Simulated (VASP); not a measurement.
# CoPdO2 (R-3m) in VASP: a series of runs

Runs on CoPdO2. Level: LDA+U. Tasks: single point.

Program: VASP 6.6.1. These are calculated values, not measurements. Logs are shortened: lines on timing, memory, paths and dates and some standing lists are left out, and cuts for length are marked.

**1. The structure**

The structure is trigonal, space group R-3m (No. 166). The conventional cell has a = 2.845 Å, b = 2.845 Å, c = 17.880 Å, α = 90.00°, β = 90.00°, γ = 120.00°. Co (site symmetry -3m) is surrounded by 6 O at 1.91 Å. Around Pd (site symmetry -3m) lie 2 O at 2.01 Å. O (site symmetry 3m) is surrounded by 3 Co at 1.91 Å and 1 Pd at 2.01 Å.

**2. Single point, LDA+U, collinear spin, typed start**

The input, INCAR:

```
SYSTEM = CoPdO2
PREC     = Accurate       ! precision mode
ENCUT    = 520            ! plane-wave cutoff, eV
EDIFF    = 1E-6           ! SCF threshold, eV
ISMEAR   = 0              ! smearing method
SIGMA    = 0.05           ! smearing width, eV
LREAL    = .FALSE.        ! projectors in reciprocal space
LASPH    = .TRUE.         ! aspherical terms in the spheres
NELM     = 150            ! most SCF steps
ALGO     = Fast           ! electronic algorithm
ISIF     = 2              ! what is computed and relaxed
LWAVE    = .FALSE.        ! write WAVECAR
LCHARG   = .FALSE.        ! write CHGCAR
ISPIN    = 2              ! spin polarisation
MAGMOM   = 3 2 0 0        ! initial moments
LORBIT   = 11             ! projections on sites
LMAXMIX  = 4              ! l up to which the mixer works
LDAU     = .TRUE.         ! DFT+U
LDAUTYPE = 2            
LDAUL    = 2 2 -1         ! shell
LDAUU    = 1 1 0          ! U, eV
LDAUJ    = 0 0 0        
LDAUPRINT= 1            
GGA      = CA             ! functional
NBANDS   = 28             ! bands
```

The input, KPOINTS:

```
Automatic mesh
0
G
  8 8 8
  0 0 0
```

The input, POSCAR:

```
CoPdO2
1.0
    1.4224998100      0.8212806500      5.9600012600
   -1.4224998100      0.8212806500      5.9600012600
    0.0000000000     -1.6425613000      5.9600012600
Co Pd O
1 1 2
Direct
    0.5000000000      0.5000000000      0.5000000000
    0.0000000000      0.0000000000      0.0000000000
    0.1121500000      0.1121500000      0.1121500000
    0.8878500000      0.8878500000      0.8878500000
```

Potentials or basis: VASP PAW LDA potentials, release 64 (Co, Pd, O).

Started as:

```sh
$ cat potpaw_LDA.64/Co/POTCAR potpaw_LDA.64/Pd/POTCAR potpaw_LDA.64/O/POTCAR > POTCAR
$ mpirun -np 1 vasp_std > vasp.out
```

OUTCAR:

```text
SYSTEM = CoPdO2
   PREC = Accurate
   ENCUT = 520
   EDIFF = 1E-6
   ISMEAR = 0
   LREAL = .FALSE.
   LASPH = .TRUE.
   NELM = 150
   ISIF = 2
   ISPIN = 2
   LORBIT = 11
   GGA = CA

 ion  position               nearest neighbor table
   1  0.500  0.500  0.500-   3 1.91   3 1.91   4 1.91   4 1.91   3 1.91   4 1.91
   2  0.000  0.000  0.000-   3 2.01   4 2.01
   3  0.112  0.112  0.112-   1 1.91   1 1.91   1 1.91   2 2.01
   4  0.888  0.888  0.888-   1 1.91   1 1.91   1 1.91   2 2.01

  LATTYP: Found a trigonal (rhomboedric) cell.
 ALAT       =     6.1822020862
 COS(alpha) =     0.8941116852

  Lattice vectors:

 A1 = (   1.4224998100,   0.8212806500,   5.9600012600)
 A2 = (  -1.4224998100,   0.8212806500,   5.9600012600)
 A3 = (   0.0000000000,  -1.6425613000,   5.9600012600)

Analysis of symmetry for initial positions (statically):
=====================================================================
 Subroutine PRICEL returns:
 Original cell was already a primitive cell.

 Routine SETGRP: Setting up the symmetry group for a
 trigonal (rhombohedral) supercell.

 Subroutine GETGRP returns: Found 12 space group operations
 (whereof 12 operations were pure point group operations)
 out of a pool of 12 trial point group operations.

The static configuration has the point symmetry D_3d.

Analysis of symmetry for dynamics (positions and initial velocities):
=====================================================================
 Subroutine PRICEL returns:
 Original cell was already a primitive cell.

 Routine SETGRP: Setting up the symmetry group for a
 trigonal (rhombohedral) supercell.

 Subroutine GETGRP returns: Found 12 space group operations
 (whereof 12 operations were pure point group operations)
 out of a pool of 12 trial point group operations.

The dynamic configuration has the point symmetry D_3d.

Analysis of structural, dynamic, and magnetic symmetry:
=====================================================================
 Subroutine PRICEL returns:
 Original cell was already a primitive cell.

 Routine SETGRP: Setting up the symmetry group for a
 trigonal (rhombohedral) supercell.

 Subroutine GETGRP returns: Found 12 space group operations
 (whereof 12 operations were pure point group operations)
 out of a pool of 12 trial point group operations.

The overall configuration has the point symmetry D_3d.

 Subroutine INISYM returns: Found 12 space group operations
 (whereof 12 operations are pure point group operations),
 and found     1 'primitive' translations

----------------------------------------------------------------------------------------

                                     Primitive cell

  volume of cell :      41.7774

  direct lattice vectors                    reciprocal lattice vectors
     1.422499810  0.821280650  5.960001260     0.351493896  0.202935095  0.055928400
    -1.422499810  0.821280650  5.960001260    -0.351493896  0.202935095  0.055928400
     0.000000000 -1.642561300  5.960001260     0.000000000 -0.405870190  0.055928400

[... 148 lines left out ...]
  0.0000  0.5991  0.0000  0.0000  0.2315
  0.0000  0.0000  0.9473 -0.0000  0.0000
  0.2315  0.0000 -0.0000  0.5991 -0.0000
 -0.0000  0.2315  0.0000 -0.0000  0.7758

 occupancies and eigenvectors

  o =  0.4389  v = -0.5668  0.0000  0.0000  0.8239 -0.0000  0.0000  0.0000  0.0000  0.0000  0.0000      0.0000  0.0000  0.0000  0.0000  0.0000  0.0000  0.0000  0.0000  0.0000  0.0000
  o =  0.4389  v =  0.0000 -0.8239 -0.0000  0.0000  0.5668  0.0000  0.0000  0.0000  0.0000  0.0000      0.0000  0.0000  0.0000  0.0000  0.0000  0.0000  0.0000  0.0000  0.0000  0.0000
  o =  0.4397  v =  0.0000  0.0000  0.0000  0.0000  0.0000 -0.5672  0.0000  0.0000  0.8236 -0.0000      0.0000  0.0000  0.0000  0.0000  0.0000  0.0000  0.0000  0.0000  0.0000  0.0000
  o =  0.4397  v =  0.0000  0.0000  0.0000  0.0000  0.0000  0.0000 -0.8236 -0.0000  0.0000  0.5672      0.0000  0.0000  0.0000  0.0000  0.0000  0.0000  0.0000  0.0000  0.0000  0.0000
  o =  0.9348  v = -0.8239  0.0000 -0.0000 -0.5668  0.0000  0.0000  0.0000  0.0000  0.0000  0.0000      0.0000  0.0000  0.0000  0.0000  0.0000  0.0000  0.0000  0.0000  0.0000  0.0000
  o =  0.9348  v =  0.0000  0.5668 -0.0000  0.0000  0.8239  0.0000  0.0000  0.0000  0.0000  0.0000      0.0000  0.0000  0.0000  0.0000  0.0000  0.0000  0.0000  0.0000  0.0000  0.0000
  o =  0.9352  v =  0.0000  0.0000  0.0000  0.0000  0.0000 -0.8236  0.0000 -0.0000 -0.5672  0.0000      0.0000  0.0000  0.0000  0.0000  0.0000  0.0000  0.0000  0.0000  0.0000  0.0000
  o =  0.9352  v =  0.0000  0.0000  0.0000  0.0000  0.0000  0.0000  0.5672 -0.0000  0.0000  0.8236      0.0000  0.0000  0.0000  0.0000  0.0000  0.0000  0.0000  0.0000  0.0000  0.0000
  o =  0.9437  v =  0.0000 -0.0000 -1.0000 -0.0000 -0.0000  0.0000  0.0000  0.0000  0.0000  0.0000      0.0000  0.0000  0.0000  0.0000  0.0000  0.0000  0.0000  0.0000  0.0000  0.0000
  o =  0.9473  v =  0.0000  0.0000  0.0000  0.0000  0.0000  0.0000 -0.0000 -1.0000 -0.0000 -0.0000      0.0000  0.0000  0.0000  0.0000  0.0000  0.0000  0.0000  0.0000  0.0000  0.0000

atom =   2  type =  2  l = 2

 onsite density matrix

spin component  1

  0.8921  0.0000  0.0000 -0.0066 -0.0000
  0.0000  0.9287 -0.0000 -0.0000 -0.0066
  0.0000 -0.0000  0.6292 -0.0000  0.0000
 -0.0066 -0.0000 -0.0000  0.9287 -0.0000
 -0.0000 -0.0066  0.0000 -0.0000  0.8921

spin component  2

  0.8958  0.0000  0.0000 -0.0063 -0.0000
  0.0000  0.9288 -0.0000 -0.0000 -0.0063
  0.0000 -0.0000  0.6373 -0.0000  0.0000
 -0.0063 -0.0000 -0.0000  0.9288 -0.0000
 -0.0000 -0.0063  0.0000 -0.0000  0.8958

 occupancies and eigenvectors

  o =  0.6292  v =  0.0000  0.0000 -1.0000 -0.0000  0.0000  0.0000  0.0000  0.0000  0.0000  0.0000      0.0000  0.0000  0.0000  0.0000  0.0000  0.0000  0.0000  0.0000  0.0000  0.0000
  o =  0.6373  v =  0.0000  0.0000  0.0000  0.0000  0.0000  0.0000  0.0000 -1.0000 -0.0000  0.0000      0.0000  0.0000  0.0000  0.0000  0.0000  0.0000  0.0000  0.0000  0.0000  0.0000
  o =  0.8910  v = -0.9852  0.0000  0.0000 -0.1714 -0.0000  0.0000  0.0000  0.0000  0.0000  0.0000      0.0000  0.0000  0.0000  0.0000  0.0000  0.0000  0.0000  0.0000  0.0000  0.0000
  o =  0.8910  v =  0.0000 -0.1714 -0.0000  0.0000 -0.9852  0.0000  0.0000  0.0000  0.0000  0.0000      0.0000  0.0000  0.0000  0.0000  0.0000  0.0000  0.0000  0.0000  0.0000  0.0000
  o =  0.8947  v =  0.0000  0.0000  0.0000  0.0000  0.0000 -0.9835  0.0000  0.0000 -0.1809 -0.0000      0.0000  0.0000  0.0000  0.0000  0.0000  0.0000  0.0000  0.0000  0.0000  0.0000
  o =  0.8947  v =  0.0000  0.0000  0.0000  0.0000  0.0000  0.0000 -0.1809 -0.0000  0.0000 -0.9835      0.0000  0.0000  0.0000  0.0000  0.0000  0.0000  0.0000  0.0000  0.0000  0.0000
  o =  0.9299  v = -0.1714  0.0000 -0.0000  0.9852  0.0000  0.0000  0.0000  0.0000  0.0000  0.0000      0.0000  0.0000  0.0000  0.0000  0.0000  0.0000  0.0000  0.0000  0.0000  0.0000
  o =  0.9299  v =  0.0000  0.9852 -0.0000  0.0000 -0.1714  0.0000  0.0000  0.0000  0.0000  0.0000      0.0000  0.0000  0.0000  0.0000  0.0000  0.0000  0.0000  0.0000  0.0000  0.0000
  o =  0.9299  v =  0.0000  0.0000  0.0000  0.0000  0.0000 -0.1809  0.0000 -0.0000  0.9835  0.0000      0.0000  0.0000  0.0000  0.0000  0.0000  0.0000  0.0000  0.0000  0.0000  0.0000
  o =  0.9299  v =  0.0000  0.0000  0.0000  0.0000  0.0000  0.0000  0.9835 -0.0000  0.0000 -0.1809      0.0000  0.0000  0.0000  0.0000  0.0000  0.0000  0.0000  0.0000  0.0000  0.0000

 number of electron      30.9999998 magnetization      -0.0276030

 Free energy of the ion-electron system (eV)
  ---------------------------------------------------
  ext. energy  EPLUGINS =         0.00000000
  ---------------------------------------------------
  free energy    TOTEN  =       -28.45296984 eV

  energy without entropy =      -28.44832102  energy(sigma->0) =      -28.45064543

 E-fermi :   7.0150     XC(G=0): -12.8595

 val. band max:        7.0099822709   @ k =  -0.2500   0.1250   0.1250
 cond. band min:       7.0159238541   @ k =   0.3750   0.3750   0.0000
 fundamental gap:      0.0059415832
 Fermi energy:         7.0150376687

 spin component 1

 k-point     1 :       0.0000    0.0000    0.0000
  band No.  band energies     occupation
      1     -13.2593      1.00000
      2     -11.3695      1.00000
      3      -1.2498      1.00000
      4       1.2947      1.00000
      5       1.2947      1.00000
      6       2.2693      1.00000
[... 1433 lines left out ...]
     26      25.3657      0.00000
     27      26.3645      0.00000

 [... further k-points ...]

 [bands above 27 left out]

------------------------ aborting loop because EDIFF is reached ----------------------------------------

  FORCE on cell =-STRESS in cart. coord.  units (eV):
  Direction    XX          YY          ZZ          XY          YZ          ZX
  --------------------------------------------------------------------------------------
  -------------------------------------------------------------------------------------
  Total       -3.7456322     -3.7456322     -5.3283525      0.0000000     -0.0000000      0.0000000
  in kB     -143.6462527   -143.6462533   -204.3441081      0.0000000     -0.0000000      0.0000000
  external PRESSURE =    -163.8788714 kB  Pullay stress =       0.0000000 kB

 VOLUME and BASIS-vectors are now :
 -----------------------------------------------------------------------------
  energy-cutoff  :      520.00
  volume of cell :       41.78
      direct lattice vectors                 reciprocal lattice vectors
     1.422499810  0.821280650  5.960001260     0.351493896  0.202935095  0.055928400
    -1.422499810  0.821280650  5.960001260    -0.351493896  0.202935095  0.055928400
     0.000000000 -1.642561300  5.960001260     0.000000000 -0.405870190  0.055928400

 POSITION                                       TOTAL-FORCE (eV/Angst)
 -----------------------------------------------------------------------------------
      0.00000      0.00000      8.94000         0.000000     -0.000000      0.000000
      0.00000      0.00000      0.00000        -0.000000     -0.000000      0.000000
      0.00000      0.00000      2.00524        -0.000000      0.000000      0.306336
      0.00000      0.00000     15.87476        -0.000000     -0.000000     -0.306336
 -----------------------------------------------------------------------------------
    total drift:                               -0.000000     -0.000000      0.000000

  FREE ENERGIE OF THE ION-ELECTRON SYSTEM (eV)
  ---------------------------------------------------
  free  energy   TOTEN  =       -28.4529698376 eV

  energy  without entropy=      -28.4483210200  energy(sigma->0) =      -28.45064543

 total charge

# of ion       s       p       d       tot
------------------------------------------
    1        0.428   0.653   7.351   8.432
    2        0.464   0.452   8.516   9.432
    3        1.545   3.409   0.000   4.954
    4        1.545   3.409   0.000   4.954
--------------------------------------------------
tot          3.982   7.924  15.867  27.773

 magnetization (x)

# of ion       s       p       d       tot
------------------------------------------
    1       -0.000  -0.000  -0.004  -0.004
    2       -0.002  -0.002  -0.018  -0.021
    3       -0.000  -0.001   0.000  -0.001
    4       -0.000  -0.001   0.000  -0.001
--------------------------------------------------
tot         -0.003  -0.003  -0.021  -0.027
```

It took 32 min on 1 thread of AMD EPYC 7R43 (Zen 3), shared host; peak memory 0.31 GiB.

What came out:

| Property | Result |
| --- | --- |
| Free energy | -28.4530 eV |
| Pressure | -16.4 GPa |
| Largest force | 0.306 eV/Å |
| Band gap on the k mesh | none (metal or under the smearing width) |
| Net moment | -0.03 μB per cell |
| Site moments | Co -0.00; Pd -0.02; O -0.00 μB |
| Valence electrons inside the program's atomic spheres | Co 8.43; Pd 9.43; O 4.95 |

Forces in eV/Å, atoms in the order of the input:
```
Co   0.000  0.000  0.000
Pd   0.000  0.000  0.000
O    0.000  0.000  0.306
O    0.000  0.000 -0.306
```

Stress tensor (GPa, compression positive):
```
-14.36   0.00   0.00
  0.00 -14.36   0.00
  0.00   0.00 -20.43
```

Eigenvalues of the final occupation matrices:
```csv
site,spin,trace,eigenvalues
site 1 d,1,3.69,0.44 0.44 0.93 0.93 0.94
site 1 d,2,3.70,0.44 0.44 0.94 0.94 0.95
site 2 d,1,4.27,0.63 0.89 0.89 0.93 0.93
site 2 d,2,4.29,0.64 0.89 0.89 0.93 0.93
```

Caveat: the starting moments collapsed, and a magnetic state may lie lower.

**3. Single point, LDA+U, collinear spin, twin_end start**

The input, INCAR:

```
SYSTEM = CoPdO2
ALGO     = Normal         ! electronic algorithm
EDIFF    = 1E-7           ! SCF threshold, eV
ENCUT    = 520            ! plane-wave cutoff, eV
ISIF     = 2              ! what is computed and relaxed
ISMEAR   = 0              ! smearing method
ISPIN    = 2              ! spin polarisation
LASPH    = .TRUE.         ! aspherical terms in the spheres
LCHARG   = .FALSE.        ! write CHGCAR
LDAU     = .TRUE.         ! DFT+U
LDAUJ    = 0 0 0        
LDAUL    = 2 2 -1         ! shell
LDAUPRINT= 1            
LDAUTYPE = 2            
LDAUU    = 1 1 0          ! U, eV
LMAXMIX  = 4              ! l up to which the mixer works
LORBIT   = 11             ! projections on sites
LREAL    = .FALSE.        ! projectors in reciprocal space
LWAVE    = .FALSE.        ! write WAVECAR
MAGMOM   = 0.01 0.05 0 0  ! initial moments
NBANDS   = 28             ! bands
NELM     = 150            ! most SCF steps
PREC     = Accurate       ! precision mode
SIGMA    = 0.05           ! smearing width, eV
```

The input, KPOINTS:

```
k-points
0
G
  8 8 8
  0 0 0
```

POSCAR is that of step 2.

Potentials or basis: VASP PAW LDA potentials, release 64 (Co, Pd, O).

Started as:

```sh
$ cat potpaw_LDA.64/Co/POTCAR potpaw_LDA.64/Pd/POTCAR potpaw_LDA.64/O/POTCAR > POTCAR
$ mpirun -np 1 vasp_std > vasp.out
```

Run time: 27 min. Hardware: 1 thread of AMD EPYC 7R43 (Zen 3), shared host; peak memory 0.32 GiB.

The run converged. Its results:

```yaml
Free_energy: -28.4530 eV
Pressure: -16.2 GPa
Largest_force: 0.310 eV/Å
Band_gap_on_the_k_mesh: none (metal or under the smearing width)
Net_moment: 0.09 μB per cell
Site_moments: Co +0.01; Pd +0.07; O +0.00 μB
Valence_electrons_inside_the_program's_atomic_spheres: Co 8.43; Pd 9.43; O 4.96
```

Forces on the atoms (eV/Å):
```
Co   0.000  0.000  0.000
Pd   0.000  0.000  0.000
O    0.000  0.000  0.310
O    0.000  0.000 -0.310
```

Stress tensor (GPa, compression positive):
```
-14.25   0.00   0.00
  0.00 -14.25   0.00
  0.00   0.00 -20.17
```

Levels at points of the mesh, in eV from the Fermi level:
Spin up:
| k point | band 13 | band 14 | band 15 | band 16 | band 17 | band 18 | band 19 | band 20 |
| --- | --- | --- | --- | --- | --- | --- | --- | --- |
| (0.00, 0.00, 0.00) | -1.66 | -1.38 | -1.38 | -0.98 | 2.27 | 2.27 | 3.17 | 6.64 |
| (0.50, 0.00, 0.00) | -0.97 | -0.70 | -0.25 | 1.01 | 1.54 | 1.86 | 3.77 | 8.47 |
| (0.50, 0.50, 0.00) | -0.97 | -0.74 | -0.25 | 0.36 | 2.17 | 2.28 | 3.80 | 9.21 |
| (0.50, 0.50, 0.50) | -1.54 | -0.63 | -0.63 | -0.49 | 1.98 | 1.98 | 4.34 | 5.52 |
Spin down:
```
           k point  band 14  band 15  band 16  band 17  band 18  band 19
(0.00, 0.00, 0.00)    -1.36    -1.36    -0.96     2.28     2.28     3.21
(0.50, 0.00, 0.00)    -0.68    -0.19     1.08     1.55     1.87     3.80
(0.50, 0.50, 0.00)    -0.72    -0.19     0.40     2.18     2.32     3.83
(0.50, 0.50, 0.50)    -0.61    -0.61    -0.47     1.99     1.99     4.38
```

Eigenvalues of the final occupation matrices:
| site | spin | trace | eigenvalues |
| --- | --- | --- | --- |
| site 1 d | 1 | 3.70 | 0.44 0.44 0.93 0.93 0.95 |
| site 1 d | 2 | 3.69 | 0.44 0.44 0.94 0.94 0.94 |
| site 2 d | 1 | 4.31 | 0.65 0.90 0.90 0.93 0.93 |
| site 2 d | 2 | 4.25 | 0.62 0.89 0.89 0.93 0.93 |

The state reached can hang on the start; a lower one may exist.
